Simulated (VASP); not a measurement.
Runs of VASP 6.6.1 on IrO2. Symmetry: P4_2/mnm, No. 136, tetragonal system. The conventional cell has a = 4.485 Å, b = 4.485 Å, c = 3.164 Å, α = 90.00°, β = 90.00°, γ = 90.00°. Ir (site symmetry mmm) is surrounded by 6 O at 1.96 to 1.99 Å. O (site symmetry m2m) has 3 Ir at 1.96 to 1.99 Å as nearest neighbours. 

```tsv
task	level	potentials or basis	spin	cell	cutoff (eV)	pressure (GPa)	largest force (eV/Å)
relaxation of cell and atoms	PBEsol	VASP PAW PBE potentials, release 64 (Ir, O)	off	relaxed	600	0.0	-
band structure	PBE	VASP PAW PBE potentials, release 64 (Ir, O)	off	as given	520	9.7	0.06
band structure	PBE	VASP PAW PBE potentials, release 64 (Ir, O)	SOC, no magnetisation	as given	520	11.2	(a)
band structure	LDA	VASP PAW LDA potentials, release 64 (Ir, O)	off	as given	520	-6.0	(b)
band structure	r2SCAN	VASP PAW PBE potentials, release 64 (Ir, O)	off	as given	520	4.6	0.06
```

Alike in all rows: k mesh 8 × 8 × 12; smearing methfessel-paxton 0.1 eV.

Problem. Estimate the missing entries.

Solution. (a) 0.10; (b) 0.03.

Caveats: the PAW data sets were made with another functional, which shifts forces and pressure a little (some runs).
